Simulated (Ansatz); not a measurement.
**How far PBE and r2SCAN part for ZnTe, isotropic strain −2.09 %**

The reference is ZnTe in the zinc blende structure (space group F-43m, No. 216; a = 6.1792 Å).

(Cell as relaxed with PBE.)

Levels (all Ansatz, a program for electronic structure, PAW, earlier PAW set): PBE (420 eV, scalar-relativistic without spin-orbit coupling); r2SCAN (500 eV, no spin-orbit coupling).

Each level relaxes its own structure.

| base | PBE | r2SCAN |
|---|---|---|
| volume per atom | 29.49 Å³ | 28.58 Å³ |
| lattice parameter a | 6.179 Å | 6.115 Å |
| band gap | 1.07 eV | 1.78 eV |

Perturbation: every lattice vector is shortened by 2.09 %; the atoms relax in the strained cell.

```csv
quantity,PBE,r2SCAN
"hole mass (degenerate bands, along [100])","0.091, 0.43, 0.43 mₑ (at Γ)","0.12, 0.41, 0.41 mₑ (at Γ)"
mean gap deformation potential ΔEg/Δln V,-4.7 eV,-5.2 eV
"valley order (the lowest conduction-band minima on the path, energy above the VBM, named in the base's zone)","Γ 1.37 eV; L along ⟨111⟩ 1.82 eV; a point along ⟨100⟩, about 0.9 Å⁻¹ from Γ 2.19 eV","Γ 2.11 eV; L along ⟨111⟩ 2.29 eV; a point along ⟨100⟩, about 0.9 Å⁻¹ from Γ 2.43 eV"
```

PBE's mean gap deformation potential ΔEg/Δln V lies 0.5 eV above r2SCAN's; both order the valleys alike. Neither level is exact; r2SCAN is the comparison here, not a measurement.

Spin-orbit coupling, missing from the scalar runs, can matter with Te. Masses are band curvatures over ±0.01 Å⁻¹ around the edge. Stability against distortions was not tested.
